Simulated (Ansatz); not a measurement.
input.yaml

```yaml
crystal:
  lattice:
    - [23.2, 0.0, 0.0]
    - [0.0, 9.3, 0.0]
    - [0.0, 0.0, 4.2721506842]
  atoms:
    - { symbol: C, position: [0.7126316679, 0.5, 0.3333333333] }
    - { symbol: C, position: [0.7657895849, 0.5, 0.8333333333] }
    - { symbol: C, position: [0.6063158339, 0.5, 0.3333333333] }
    - { symbol: C, position: [0.6594737509, 0.5, 0.8333333333] }
    - { symbol: C, position: [0.5, 0.5, 0.3333333333] }
    - { symbol: C, position: [0.553157917, 0.5, 0.8333333333] }
    - { symbol: C, position: [0.3936841661, 0.5, 0.3333333333] }
    - { symbol: C, position: [0.446842083, 0.5, 0.8333333333] }
    - { symbol: C, position: [0.2873683321, 0.5, 0.3333333333] }
    - { symbol: C, position: [0.3405262491, 0.5, 0.8333333333] }
    - { symbol: C, position: [0.2342104151, 0.5, 0.8333333333] }
    - { symbol: C, position: [0.7657895849, 0.5, 0.1666666667] }
    - { symbol: C, position: [0.6594737509, 0.5, 0.1666666667] }
    - { symbol: C, position: [0.7126316679, 0.5, 0.6666666667] }
    - { symbol: C, position: [0.553157917, 0.5, 0.1666666667] }
    - { symbol: C, position: [0.6063158339, 0.5, 0.6666666667] }
    - { symbol: C, position: [0.446842083, 0.5, 0.1666666667] }
    - { symbol: C, position: [0.5, 0.5, 0.6666666667] }
    - { symbol: C, position: [0.3405262491, 0.5, 0.1666666667] }
    - { symbol: C, position: [0.3936841661, 0.5, 0.6666666667] }
    - { symbol: C, position: [0.2342104151, 0.5, 0.1666666667] }
    - { symbol: C, position: [0.2873683321, 0.5, 0.6666666667] }
    - { symbol: H, position: [0.8064778474, 0.5, 0.7057629267] }
    - { symbol: H, position: [0.1935221526, 0.5, 0.7057629267] }
    - { symbol: H, position: [0.8064778474, 0.5, 0.2942370733] }
    - { symbol: H, position: [0.1935221526, 0.5, 0.2942370733] }
basis:
  ecutwfc: 420
kpoints:
  mp_grid: { grid: [1, 1, 8] }
hamiltonian:
  xc: pbe
scf:
  occupations: { method: gaussian, width: 0.05 }
output:
  forces: true
  stress: true
  eigenvalues: true
  populations: true
  write_density: true
  write_potential: true
  elf: true
  volumetric_format: npy
relax:
  adjacent_minimum: "off"
  f_tol: 0.02
  max_steps: 45
  cell: { fix: [a, b, alpha, beta, gamma], stress_tol: 0.03 }
```

Run as
```bash
ansatz run input.yaml --threads 4 --pin off --max-ram 12288MiB --backend cpu --events-out ev --progress --plain --runs-dir out
```

These are results of DFT PBE, scalar-relativistic, plane waves, PAW in Ansatz 0.2.0, not measurements.

Part of what the program printed, abridged:

```
Pseudopotentials: kind: paw
Pseudopotential: C, paw, valence charge 4, recommended cutoff 420 eV (normal)
Pseudopotential: H, paw, valence charge 1, recommended cutoff 420 eV (normal)
Functional definition: PBE
Crystal: 26 atoms, lattice volume = 921.759 Å³
Basis set: ecut = 420 eV, 17997 PW (Γ), exchange–correlation on 320×128×60 points (8 copies of the dense FFT grid, shifted against one another)
Bands: 72, of which v1, the nominal top of the filled ones, is band 46 counted from 1 (45 counted from 0)
Symmetry: 8 space group operations
Space group: Pmmm (ITA 47), of the structure as read, at distance tolerance 9.7e-5 Å
k-points: 5 of 8
Initial density: superposition of atomic densities (neutral atoms: chi_scale 0, normalization atom), corrected by the library's trained network
Initial wavefunctions: pseudopotential atomic-orbital guess
Functional: x = pbe(κ = 0.804, μ = 0.21951497), c = pbe(β = 0.06672455)
SCF iter   1: F=—  HF=-5583.753461 eV  |F-HF|=—  |Δ(HF+E_count)|=         —  Δρ=2.22e-3  dr2=1.31e-1  ethr=1.77e-3  ⟨swp⟩=11.2  Hψ=2320  notcnv=0  defer=76
SCF iter   2: F=—  HF=-5583.734783 eV  |F-HF|=—  |Δ(HF+E_count)|=   1.87e-2  Δρ=1.70e-3  dr2=7.06e-2  ethr=1.42e-4  ⟨swp⟩=2.0  Hψ=570  notcnv=0  defer=103
SCF iter   3: F=—  HF=-5583.724771 eV  |F-HF|=—  |Δ(HF+E_count)|=   1.00e-2  Δρ=8.22e-4  dr2=1.07e-2  ethr=7.67e-5  ⟨swp⟩=2.0  Hψ=401  notcnv=0  defer=103
SCF iter   4: F=—  HF=-5583.724586 eV  |F-HF|=—  |Δ(HF+E_count)|=   1.85e-4  Δρ=3.64e-4  dr2=1.45e-3  ethr=1.17e-5  ⟨swp⟩=2.0  Hψ=440  notcnv=0  defer=103
SCF iter   5: F=—  HF=-5583.725446 eV  |F-HF|=—  |Δ(HF+E_count)|=   8.60e-4  Δρ=1.16e-4  dr2=8.33e-5  ethr=1.58e-6  ⟨swp⟩=2.2  Hψ=473  notcnv=0  defer=103
SCF iter   6: F=—  HF=-5583.726018 eV  |F-HF|=—  |Δ(HF+E_count)|=   5.72e-4  Δρ=3.68e-5  dr2=1.01e-5  ethr=9.05e-8  ⟨swp⟩=2.2  Hψ=525  notcnv=0  defer=103
SCF iter   7: F=—  HF=-5583.726033 eV  |F-HF|=—  |Δ(HF+E_count)|=   1.49e-5  Δρ=9.98e-6  dr2=9.93e-7  ethr=1.09e-8  ⟨swp⟩=2.0  Hψ=428  notcnv=0  defer=103
SCF iter   8: F=-5583.726033 eV  HF=-5583.726033 eV  |F-HF|=1.77e-7  |Δ(HF+E_count)|=   8.48e-9  Δρ=3.24e-6  dr2=5.77e-8  ethr=1.09e-10  ⟨swp⟩=33.0  Hψ=4269  notcnv=0
SCF 1 converged in 8 iterations: F = -5583.726033 eV  dr2 = 5.77e-8
relax step   1: F+E_penalty+E_count = -5583.72603279 eV  Δ(F+E_penalty+E_count) = +0.000e0 eV  max|allowed force component| = 2.245e0 eV/Å  Δτ_max = 0.0000 Å  P = -0.225 GPa  Ω = 921.759 Å³  fix = [a, b, alpha, beta, gamma]  reactions: a -0.403, b -0.013 GPa (8 SCF iters, dr2 threshold 1.00e-7 eV, accepted)
Crystal: 26 atoms, lattice volume = 925.041 Å³
Basis set: ecut = 420 eV, 18089 PW (Γ), exchange–correlation on 320×128×60 points (8 copies of the dense FFT grid, shifted against one another)
Initial density: handed on by an earlier stage of this run
Initial wavefunctions: those handed on with the density
SCF iter   1: F=—  HF=-5583.942101 eV  |F-HF|=—  |Δ(HF+E_count)|=         —  Δρ=3.86e-3  dr2=1.13e-1  ethr=1.20e-4  ⟨swp⟩=3.6  Hψ=1419  notcnv=0
SCF iter   2: F=—  HF=-5583.917899 eV  |F-HF|=—  |Δ(HF+E_count)|=   2.42e-2  Δρ=1.57e-3  dr2=2.43e-2  ethr=1.20e-4  ⟨swp⟩=3.0  Hψ=681  notcnv=0
SCF iter   3: F=—  HF=-5583.916516 eV  |F-HF|=—  |Δ(HF+E_count)|=   1.38e-3  Δρ=8.27e-4  dr2=1.18e-2  ethr=2.64e-5  ⟨swp⟩=2.8  Hψ=617  notcnv=0  defer=2
SCF iter   4: F=—  HF=-5583.915021 eV  |F-HF|=—  |Δ(HF+E_count)|=   1.50e-3  Δρ=3.83e-4  dr2=9.70e-4  ethr=1.28e-5  ⟨swp⟩=2.0  Hψ=438  notcnv=0  defer=2
SCF iter   5: F=—  HF=-5583.915365 eV  |F-HF|=—  |Δ(HF+E_count)|=   3.45e-4  Δρ=1.24e-4  dr2=7.61e-5  ethr=1.05e-6  ⟨swp⟩=2.0  Hψ=478  notcnv=0  defer=2
SCF iter   6: F=—  HF=-5583.915387 eV  |F-HF|=—  |Δ(HF+E_count)|=   2.20e-5  Δρ=2.48e-5  dr2=5.38e-6  ethr=8.27e-8  ⟨swp⟩=2.2  Hψ=463  notcnv=0  defer=2
SCF iter   7: F=-5583.915389 eV  HF=-5583.915389 eV  |F-HF|=2.13e-7  |Δ(HF+E_count)|=   1.37e-6  Δρ=9.47e-6  dr2=8.70e-7  ethr=2.83e-9  ⟨swp⟩=20.6  Hψ=3338  notcnv=0
SCF iter   8: F=-5583.915389 eV  HF=-5583.915389 eV  |F-HF|=2.01e-8  |Δ(HF+E_count)|=   9.83e-8  Δρ=2.73e-6  dr2=4.80e-8  ethr=9.45e-10  ⟨swp⟩=9.4  Hψ=2375  notcnv=0
SCF iter   9: F=-5583.915389 eV  HF=-5583.915389 eV  |F-HF|=1.36e-9  |Δ(HF+E_count)|=   3.02e-8  Δρ=6.88e-7  dr2=4.65e-9  ethr=5.22e-11  ⟨swp⟩=6.8  Hψ=2149  notcnv=0
SCF 2 converged in 9 iterations: F = -5583.915389 eV  dr2 = 4.65e-9
relax step   2: F+E_penalty+E_count = -5583.91538894 eV  Δ(F+E_penalty+E_count) = -1.894e-1 eV  max|allowed force component| = 7.129e-1 eV/Å  Δτ_max = 0.0544 Å  P = -0.086 GPa  Ω = 925.041 Å³  energy of the carried Pulay correction = -2.498e-3 eV  fix = [a, b, alpha, beta, gamma]  reactions: a +0.011, b -0.016 GPa (9 SCF iters, dr2 threshold 2.60e-6 eV, accepted)
Crystal: 26 atoms, lattice volume = 924.838 Å³
SCF iter   1: F=—  HF=-5583.932587 eV  |F-HF|=—  |Δ(HF+E_count)|=         —  Δρ=1.23e-3  dr2=1.28e-2  ethr=1.43e-5  ⟨swp⟩=2.0  Hψ=1256  notcnv=0
SCF iter   2: F=—  HF=-5583.929528 eV  |F-HF|=—  |Δ(HF+E_count)|=   3.06e-3  Δρ=4.79e-4  dr2=3.22e-3  ethr=1.39e-5  ⟨swp⟩=2.0  Hψ=520  notcnv=0
SCF iter   3: F=—  HF=-5583.929214 eV  |F-HF|=—  |Δ(HF+E_count)|=   3.14e-4  Δρ=2.85e-4  dr2=1.47e-3  ethr=3.50e-6  ⟨swp⟩=2.2  Hψ=498  notcnv=0
SCF iter   4: F=—  HF=-5583.929291 eV  |F-HF|=—  |Δ(HF+E_count)|=   7.71e-5  Δρ=1.09e-4  dr2=6.48e-5  ethr=1.59e-6  ⟨swp⟩=2.0  Hψ=445  notcnv=0
SCF iter   5: F=—  HF=-5583.929293 eV  |F-HF|=—  |Δ(HF+E_count)|=   2.43e-6  Δρ=3.80e-5  dr2=7.46e-6  ethr=7.04e-8  ⟨swp⟩=2.0  Hψ=501  notcnv=0
SCF iter   6: F=-5583.929295 eV  HF=-5583.929295 eV  |F-HF|=1.99e-8  |Δ(HF+E_count)|=   1.64e-6  Δρ=9.48e-6  dr2=5.45e-7  ethr=2.83e-9  ⟨swp⟩=20.4  Hψ=3121  notcnv=0
SCF 3 converged in 6 iterations: F = -5583.929295 eV  dr2 = 5.45e-7
relax step   3: F+E_penalty+E_count = -5583.92929494 eV  Δ(F+E_penalty+E_count) = -1.391e-2 eV  max|allowed force component| = 3.040e-2 eV/Å  Δτ_max = 0.0126 Å  P = +0.023 GPa  Ω = 924.838 Å³  energy of the carried Pulay correction = -2.344e-3 eV  fix = [a, b, alpha, beta, gamma]  reactions: a +0.014, b -0.016 GPa (6 SCF iters, dr2 threshold 2.60e-6 eV, accepted)
Crystal: 26 atoms, lattice volume = 924.996 Å³
SCF iter   1: F=—  HF=-5583.929259 eV  |F-HF|=—  |Δ(HF+E_count)|=         —  Δρ=1.57e-4  dr2=1.93e-4  ethr=2.20e-7  ⟨swp⟩=2.0  Hψ=1173  notcnv=0
SCF iter   2: F=—  HF=-5583.929207 eV  |F-HF|=—  |Δ(HF+E_count)|=   5.20e-5  Δρ=6.35e-5  dr2=3.00e-5  ethr=2.10e-7  ⟨swp⟩=2.0  Hψ=527  notcnv=0
SCF iter   3: F=—  HF=-5583.929514 eV  |F-HF|=—  |Δ(HF+E_count)|=   3.07e-4  Δρ=3.08e-5  dr2=1.69e-5  ethr=3.26e-8  ⟨swp⟩=2.0  Hψ=516  notcnv=0
SCF iter   4: F=—  HF=-5583.929512 eV  |F-HF|=—  |Δ(HF+E_count)|=   2.09e-6  Δρ=1.43e-5  dr2=2.12e-6  ethr=1.84e-8  ⟨swp⟩=2.0  Hψ=445  notcnv=0
SCF iter   5: F=—  HF=-5583.929512 eV  |F-HF|=—  |Δ(HF+E_count)|=   7.28e-8  Δρ=5.02e-6  dr2=1.04e-7  ethr=2.30e-9  ⟨swp⟩=2.0  Hψ=453  notcnv=0
SCF iter   6: F=-5583.929512 eV  HF=-5583.929512 eV  |F-HF|=8.68e-10  |Δ(HF+E_count)|=   4.01e-8  Δρ=1.22e-6  dr2=1.06e-8  ethr=6.28e-11  ⟨swp⟩=14.4  Hψ=2561  notcnv=0
SCF 4 converged in 6 iterations: F = -5583.929512 eV  dr2 = 1.06e-8
relax step   4: F+E_penalty+E_count = -5583.92951170 eV  Δ(F+E_penalty+E_count) = -2.168e-4 eV  max|allowed force component| = 2.102e-2 eV/Å  Δτ_max = 0.0027 Å  P = -0.004 GPa  Ω = 924.996 Å³  energy of the carried Pulay correction = -2.464e-3 eV  fix = [a, b, alpha, beta, gamma]  reactions: a +0.003, b -0.016 GPa (6 SCF iters, dr2 threshold 5.78e-8 eV, accepted)
Crystal: 26 atoms, lattice volume = 924.947 Å³
SCF iter   1: F=—  HF=-5583.929270 eV  |F-HF|=—  |Δ(HF+E_count)|=         —  Δρ=9.39e-5  dr2=3.19e-5  ethr=3.21e-8  ⟨swp⟩=2.0  Hψ=1105  notcnv=0
SCF iter   2: F=—  HF=-5583.929508 eV  |F-HF|=—  |Δ(HF+E_count)|=   2.38e-4  Δρ=4.61e-5  dr2=7.08e-6  ethr=3.21e-8  ⟨swp⟩=2.2  Hψ=555  notcnv=0
SCF iter   3: F=—  HF=-5583.929576 eV  |F-HF|=—  |Δ(HF+E_count)|=   6.81e-5  Δρ=1.29e-5  dr2=6.74e-6  ethr=7.70e-9  ⟨swp⟩=2.0  Hψ=514  notcnv=0
SCF iter   4: F=—  HF=-5583.929575 eV  |F-HF|=—  |Δ(HF+E_count)|=   1.13e-6  Δρ=3.60e-6  dr2=2.38e-7  ethr=7.33e-9  ⟨swp⟩=2.0  Hψ=447  notcnv=0
SCF iter   5: F=-5583.929575 eV  HF=-5583.929575 eV  |F-HF|=4.63e-10  |Δ(HF+E_count)|=   1.59e-8  Δρ=1.27e-6  dr2=1.35e-8  ethr=3.00e-11  ⟨swp⟩=11.4  Hψ=2680  notcnv=0
SCF 5 converged in 5 iterations: F = -5583.929575 eV  dr2 = 1.35e-8
relax step   5: F+E_penalty+E_count = -5583.92957466 eV  Δ(F+E_penalty+E_count) = -6.297e-5 eV  max|allowed force component| = 1.394e-2 eV/Å  Δτ_max = 0.0023 Å  P = +0.001 GPa  Ω = 924.947 Å³  energy of the carried Pulay correction = -2.427e-3 eV  fix = [a, b, alpha, beta, gamma]  reactions: a +0.011, b -0.016 GPa (5 SCF iters, dr2 threshold 2.76e-8 eV, accepted)
Initial wavefunctions: pseudopotential atomic-orbital guess (no wavefunctions were taken with the density)
SCF iter   1: F=—  HF=-5583.930708 eV  |F-HF|=—  |Δ(HF+E_count)|=         —  Δρ=1.92e-5  dr2=2.15e-7  ethr=7.22e-7  ⟨swp⟩=13.6  Hψ=4377  notcnv=0  defer=15
SCF iter   2: F=—  HF=-5583.931407 eV  |F-HF|=—  |Δ(HF+E_count)|=   6.99e-4  Δρ=9.67e-6  dr2=5.79e-8  ethr=2.34e-10  ⟨swp⟩=3.0  Hψ=893  notcnv=0  defer=10
SCF iter   3: F=—  HF=-5583.931605 eV  |F-HF|=—  |Δ(HF+E_count)|=   1.98e-4  Δρ=2.58e-6  dr2=1.88e-8  ethr=6.29e-11  ⟨swp⟩=3.6  Hψ=629  notcnv=0  defer=10
SCF iter   4: F=—  HF=-5583.931633 eV  |F-HF|=—  |Δ(HF+E_count)|=   2.71e-5  Δρ=6.34e-7  dr2=1.29e-8  ethr=2.04e-11  ⟨swp⟩=2.8  Hψ=445  notcnv=0  defer=10
SCF iter   5: F=—  HF=-5583.931634 eV  |F-HF|=—  |Δ(HF+E_count)|=   1.76e-6  Δρ=2.45e-7  dr2=4.40e-10  ethr=1.41e-11  ⟨swp⟩=2.0  Hψ=354  notcnv=0  defer=10
SCF iter   6: F=—  HF=-5583.931634 eV  |F-HF|=—  |Δ(HF+E_count)|=   1.21e-7  Δρ=8.21e-8  dr2=1.32e-10  ethr=1.00e-12  ⟨swp⟩=2.0  Hψ=400  notcnv=0  defer=10
SCF iter   7: F=-5583.931634 eV  HF=-5583.931634 eV  |F-HF|=9.20e-9  |Δ(HF+E_count)|=   7.35e-9  Δρ=3.34e-8  dr2=9.43e-12  ethr=1.00e-12  ⟨swp⟩=29.4  Hψ=3078  notcnv=0
SCF 6 converged in 7 iterations: F = -5583.931634 eV  dr2 = 9.43e-12
WARN: The output density's exchange-correlation potential varies sharply where the density is thin. Do not read a vacuum level from v_tot or v_xc, or from such a field of the output density. On a cell that repeats whose density bears no net charge and no dipole along the vacuum's axis use v_es (v_loc + v_h of the components); under efield.dipole_correction with no amplitude use v_es + v_field, which holds any external_charges[].barrier, or the levels of the report's work_function block, which leave it out; under a non-zero efield.amplitude the vacuum is tilted and has no level; on a cell that repeats and bears such a dipole with no correction it is tilted too, and efield.dipole_correction wi ...
SCF converged after 7 iterations
Free energy (F): -5583.931634 eV
Harris-Foulkes:  -5583.931634 eV  (|F-HF|=9.20e-9)
Internal energy: -5583.931607 eV  (E = F + TS)
E sigma→0 (E₀):  -5583.931621 eV
Entropy (-TS):   -0.000027 eV (-0.001 meV/atom)
Fermi energy:    -1.574163 eV
--- Per-component energies (eV) ---
  E_band       = -968.649505
  E_kinetic    = 2049.885043
  E_local      = -25196.363906  (includes V_loc(G=0)·N_el)
  E_nonlocal   = 607.526926
  E_hartree    = 11536.617458
  E_xc         = -1089.863855
  E_vxc        = -1350.682311  (∫ρ·V_xc dr)
  E_paw        = -2187.653201  (= ΣΔE_a)
  E_vpaw       = -152.245021  (= ΣTr[D̂ρ^β])
  E_aug_tail   = -0.005388  (compensation charges beyond the density's cutoff)
  E_ewald      = 8695.925316
  E_smearing   = -0.000027  (= −TS)
--- Forces (eV/Å), atoms counted from 1 ---
  atom   1  C     -0.00149274     0.00000000     0.00193336
  atom   2  C     -0.01329995     0.00000000    -0.00243136
  atom   3  C      0.00034427     0.00000000    -0.00050184
  atom   4  C      0.00117964     0.00000000     0.00050823
  atom   5  C      0.00000000     0.00000000    -0.00056234
  atom   6  C     -0.00050720     0.00000000    -0.00025486
  atom   7  C     -0.00034427     0.00000000    -0.00050184
  atom   8  C      0.00050720     0.00000000    -0.00025486
  atom   9  C      0.00149274     0.00000000     0.00193336
  atom  10  C     -0.00117964     0.00000000     0.00050823
  atom  11  C      0.01329995     0.00000000    -0.00243136
  atom  12  C     -0.01329995     0.00000000     0.00243136
  atom  13  C      0.00117964     0.00000000    -0.00050823
  atom  14  C     -0.00149274     0.00000000    -0.00193336
  atom  15  C     -0.00050720     0.00000000     0.00025486
  atom  16  C      0.00034427     0.00000000     0.00050184
  atom  17  C      0.00050720     0.00000000     0.00025486
  atom  18  C      0.00000000     0.00000000     0.00056234
  atom  19  C     -0.00117964     0.00000000    -0.00050823
  atom  20  C     -0.00034427     0.00000000     0.00050184
  atom  21  C      0.01329995     0.00000000     0.00243136
  atom  22  C      0.00149274     0.00000000    -0.00193336
  atom  23  H      0.01374564     0.00000000    -0.00267370
  atom  24  H     -0.01374564     0.00000000    -0.00267370
  atom  25  H      0.01374564     0.00000000     0.00267370
  atom  26  H     -0.01374564     0.00000000     0.00267370
--- Stress (GPa, compression-positive) ---
        0.009207       0.000000       0.000000
        0.000000      -0.005337       0.000000
        0.000000       0.000000       0.008756
  P = ⅓ Tr σ = 0.0042 GPa (0.042 kbar)
--- Band table (eV; the first three rows and the last of 5) ---
  k-point 0: bands = ["-20.8957", "-20.5066", "-19.8929", "-19.0340", "-17.9699", "-16.7569", "-15.7259", "-15.4880", "-15.3809", "-14.8389", "-14.6599", "-14.4462", "-14.2798", "-14.0542", "-14.0328", "-13.0732", "-11.9278", "-11.8803", "-11.5981", "-11.1056", "-10.6540", "-10.4782", "-9.9458", "-9.2854", "-9.2536", "-8.9836", "-8.7361", "-8.5378", "-8.2414", "-7.8567", "-7.8348", "-7.6706", "-6.8714", "-6.5183", "-6.5178", "-5.6889", "-5.5334", "-5.4083", "-4.8782", "-4.7508", "-4.3559", "-3.7561", "-3.2846", "-2.9757", "-2.5347", "-1.6920", "-1.4563", "-0.6843", "-0.1493", "-0.1384", "0.0534", "1.3757", "1.3868", "1.6078", "1.6857", "2.1532", "2.6095", "3.0811", "3.0860", "3.1408", "3.249 ...
  k-point 1: bands = ["-20.8044", "-20.4159", "-19.8033", "-18.9467", "-17.8876", "-16.6951", "-16.5840", "-16.2137", "-15.7198", "-15.4162", "-15.0422", "-13.7257", "-13.6734", "-13.5555", "-13.3926", "-13.1977", "-12.4531", "-11.3836", "-11.3618", "-11.0553", "-10.5891", "-10.2397", "-9.7556", "-9.4832", "-9.0197", "-8.8744", "-8.5226", "-8.4298", "-8.1506", "-8.1195", "-7.7295", "-7.4451", "-6.8236", "-6.7720", "-6.4299", "-5.6762", "-5.6258", "-5.6040", "-5.1324", "-4.9457", "-4.3123", "-4.2820", "-3.8425", "-3.2052", "-3.0673", "-2.5810", "-0.6078", "-0.1343", "0.0055", "0.5044", "0.7105", "1.2011", "1.4988", "1.7300", "1.8104", "2.2761", "2.7343", "2.8115", "3.2510", "3.2636", "3.3935" ...
  k-point 2: bands = ["-20.5310", "-20.1445", "-19.5359", "-18.6879", "-17.7222", "-17.6007", "-17.3140", "-16.7244", "-16.4815", "-15.9372", "-15.5319", "-14.1207", "-13.5698", "-13.0849", "-12.3687", "-12.1885", "-12.0247", "-11.8945", "-10.6365", "-10.5308", "-10.2727", "-9.6720", "-9.6009", "-9.1075", "-8.7614", "-8.5485", "-8.5146", "-8.1075", "-7.8986", "-7.8800", "-7.5283", "-7.4153", "-7.1295", "-6.5937", "-6.4768", "-6.3509", "-6.1046", "-5.8302", "-5.4513", "-5.3746", "-5.2905", "-4.8929", "-4.2646", "-4.1912", "-3.5650", "-3.3918", "-0.0327", "0.2927", "0.7830", "1.1630", "1.8136", "1.8666", "2.0942", "2.1082", "2.1846", "2.2184", "2.6459", "3.1091", "3.6269", "3.6662", "3.7017",  ...
  k-point 4: bands = ["-19.4576", "-19.4372", "-19.1186", "-19.0227", "-18.5803", "-18.3598", "-17.7770", "-17.4850", "-16.7969", "-16.4687", "-15.9396", "-14.4383", "-13.9056", "-13.2802", "-12.5191", "-11.8197", "-11.0320", "-10.3270", "-9.6633", "-9.2800", "-9.0646", "-9.0333", "-8.2659", "-8.2234", "-8.2081", "-8.1312", "-8.0763", "-8.0343", "-7.9675", "-7.6640", "-7.6355", "-7.6349", "-7.2786", "-7.2683", "-7.2091", "-6.8747", "-6.8614", "-6.8188", "-6.6881", "-6.2565", "-6.1128", "-5.4123", "-5.2314", "-4.5215", "-4.3434", "-3.9823", "0.2151", "0.7301", "0.8803", "2.0171", "2.1474", "3.2353", "3.3912", "3.4176", "3.4213", "3.5272", "3.6104", "3.6783", "3.6795", "4.1180", "4.1446", "4.5 ...
--- Relaxed structure (5 steps of the walk, 5 accepted, 1 SCFs on fresh bases) ---
  F+E_penalty+E_count = -5583.93163444 eV   max|allowed force component| = 1.375e-2 eV/Å   (the final SCF, on the basis selected at the relaxed cell)
  cell:  # Å, volume = 924.9473 Å³
    - [23.2, -3.48215864e-126, -2.00641320e-126]
    - [-1.39586532e-126, 9.3, 0.0]
    - [-3.69469808e-127, 0.0, 4.28692688]
  atoms:
    - { symbol: C, position: [0.71269887, 0.49999999, 0.33270227] }
    - { symbol: C, position: [0.76477237, 0.49999999, 0.84049791] }
    - { symbol: C, position: [0.60632215, 0.49999999, 0.33423100] }
    - { symbol: C, position: [0.65963671, 0.49999999, 0.83307031] }
    - { symbol: C, position: [0.5, 0.49999999, 0.33325013] }
    - { symbol: C, position: [0.55311536, 0.49999999, 0.83367697] }
    - { symbol: C, position: [0.39367784, 0.49999999, 0.33423100] }
    - { symbol: C, position: [0.44688463, 0.49999999, 0.83367697] }
    - { symbol: C, position: [0.28730112, 0.49999999, 0.33270227] }
    - { symbol: C, position: [0.34036328, 0.49999999, 0.83307031] }
    - { symbol: C, position: [0.23522762, 0.49999999, 0.84049791] }
    - { symbol: C, position: [0.76477237, 0.49999999, 0.15950208] }
    - { symbol: C, position: [0.65963671, 0.49999999, 0.16692968] }
    - { symbol: C, position: [0.71269887, 0.49999999, 0.66729772] }
    - { symbol: C, position: [0.55311536, 0.49999999, 0.16632302] }
    - { symbol: C, position: [0.60632215, 0.49999999, 0.66576899] }
    - { symbol: C, position: [0.44688463, 0.49999999, 0.16632302] }
    - { symbol: C, position: [0.5, 0.49999999, 0.66674986] }
    - { symbol: C, position: [0.34036328, 0.49999999, 0.16692968] }
    - { symbol: C, position: [0.39367784, 0.49999999, 0.66576899] }
    - { symbol: C, position: [0.23522762, 0.49999999, 0.15950208] }
    - { symbol: C, position: [0.28730112, 0.49999999, 0.66729772] }
    - { symbol: H, position: [0.80600311, 0.49999999, 0.72013616] }
    - { symbol: H, position: [0.19399688, 0.49999999, 0.72013616] }
    - { symbol: H, position: [0.80600311, 0.49999999, 0.27986383] }
    - { symbol: H, position: [0.19399688, 0.49999999, 0.27986383] }
--- Löwdin populations: 26 sites ---
  site symbol q [e]
     0      C      3.9567
     1      C      4.1206
     2      C      3.9576
     3      C      3.9570
     4      C      3.9574
     5      C      3.9578
     6      C      3.9576
     7      C      3.9578
     8      C      3.9567
     9      C      3.9570
    10      C      4.1206
    11      C      4.1206
    12      C      3.9570
    13      C      3.9567
    14      C      3.9578
    15      C      3.9576
    16      C      3.9578
    17      C      3.9574
    18      C      3.9570
    19      C      3.9576
    20      C      4.1206
    21      C      3.9567
    22      H      0.8080
    23      H      0.8080
    24      H      0.8080
    25      H      0.8080
  spilling = 0.011463 (of n_electrons = 92.000000)
```

The relaxation met its thresholds.

Time: 67 s on 4 threads of Intel(R) Xeon(R) Platinum 8259CL CPU @ 2.50GHz (Skylake/Cascade Lake), on a shared host, peak memory 2 GiB.